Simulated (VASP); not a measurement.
Input for VASP

### POSCAR
```
Li3N
1
    1.8250000000    -3.1609930000     0.0000000000
    1.8250000000     3.1609930000     0.0000000000
    0.0000000000     0.0000000000     3.8700000000
Li N
3 1
Direct
  0.3333330000   0.6666670000   0.0000000000
  0.6666670000   0.3333330000   0.0000000000
  0.0000000000   0.0000000000   0.5000000000
  0.0000000000   0.0000000000   0.0000000000
```

File KPOINTS:
```
Automatic mesh
0
Gamma
5 5 5
0 0 0
```

### INCAR
```
SYSTEM = Li3N
PREC = Accurate
ENCUT = 520
EDIFF = 1E-6
NELM = 100
ALGO = Normal
LREAL = .FALSE.
LASPH = .TRUE.
ISMEAR = 0
SIGMA = 0.05
GGA = PE
LWAVE = .FALSE.
LCHARG = .FALSE.
ISIF = 2
NBANDS = 6
```

POTCAR, in this order: Li_sv N (PBE.64 set). Program: vasp_std.

### Question
What happens when VASP runs on this input?

### Answer
There is a fault: NBANDS is too small to hold all electrons. VASP stops with an error: The number of bands is not sufficient to hold all electrons. I am sorry, but this calculation does not make sense. If you want to calculate only selected states, you need to set either EFERMI or EREF. EREF specifies around which energy states are supposed to be calculated. I found NBANDS = 6, NELECT = 14. ----> I REFUSE TO CONTINUE WITH THIS SICK JOB ... BYE!!! <----

### standard output
```
 POSCAR found type information on POSCAR LiN
 POSCAR found :  2 types and       4 ions
 Reading from existing POTCAR
 Reading from existing POTCAR
 LDA part: xc-table for (Slater+PW92), standard interpolation

 -----------------------------------------------------------------------------
|                                                                             |
|     EEEEEEE  RRRRRR   RRRRRR   OOOOOOO  RRRRRR      ###     ###     ###     |
|     E        R     R  R     R  O     O  R     R     ###     ###     ###     |
|     E        R     R  R     R  O     O  R     R     ###     ###     ###     |
|     EEEEE    RRRRRR   RRRRRR   O     O  RRRRRR       #       #       #      |
|     E        R   R    R   R    O     O  R   R                               |
|     E        R    R   R    R   O     O  R    R      ###     ###     ###     |
|     EEEEEEE  R     R  R     R  OOOOOOO  R     R     ###     ###     ###     |
|                                                                             |
|     The number of bands is not sufficient to hold all electrons. I am       |
|     sorry, but this calculation does not make sense. If you want to         |
|     calculate only selected states, you need to set either EFERMI or        |
|     EREF. EREF specifies around which energy states are supposed to be      |
|     calculated.                                                             |
|     I found NBANDS = 6, NELECT = 14.                                        |
|                                                                             |
|       ---->  I REFUSE TO CONTINUE WITH THIS SICK JOB ... BYE!!! <----       |
|                                                                             |
 -----------------------------------------------------------------------------
```

To mend it, remove NBANDS.

The mended run (PBE GGA, plane waves, VASP's PBE PAW potentials (set 64)) converges, and its OSZICAR ends with
```
   1 F= -.15625267E+02 E0= -.15625267E+02  d E =-.537787E-17
```

The compound is Li3N in the alpha structure. The cell was not relaxed at this level.
